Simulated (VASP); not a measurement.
Runs of VASP 6.6.1 on Nb5N4. The cell holds a slab with vacuum, 9 atoms: a = 2.940 Å, b = 2.940 Å, c = 26.160 Å, α = 90.00°, β = 90.00°, γ = 120.00°. 

```csv
potentials or basis,gap on the mesh (eV),largest force (eV/Å)
"VASP PAW PBE potentials, release 64 (Nb_sv, N_s)",none,1.13
"VASP PAW PBE potentials, release 54 (Nb_pv, N)",none,(a)
"VASP PAW PBE potentials, release 54 (Nb_sv, N)",none,1.13
"VASP PAW PBE potentials, release 64 (Nb_sv, N_h)",none,1.13
"VASP PAW PBE potentials, release 64 (Nb_sv_GW, N_GW)",none,1.16
```

Alike in all rows: task single point; level PBE; no spin polarisation; cell as given; k mesh 7 × 7 × 1; cutoff (eV) 900; smearing fermi-dirac 0.05 eV.

Task: Estimate the missing entries.

Result: (a) 1.49.

A k mesh can miss the band edges, and the runs leave out spin-orbit coupling on Nb.

A gap of «none» marks a metal or a gap under the smearing width.

The runs don't all hold the same shells in valence.
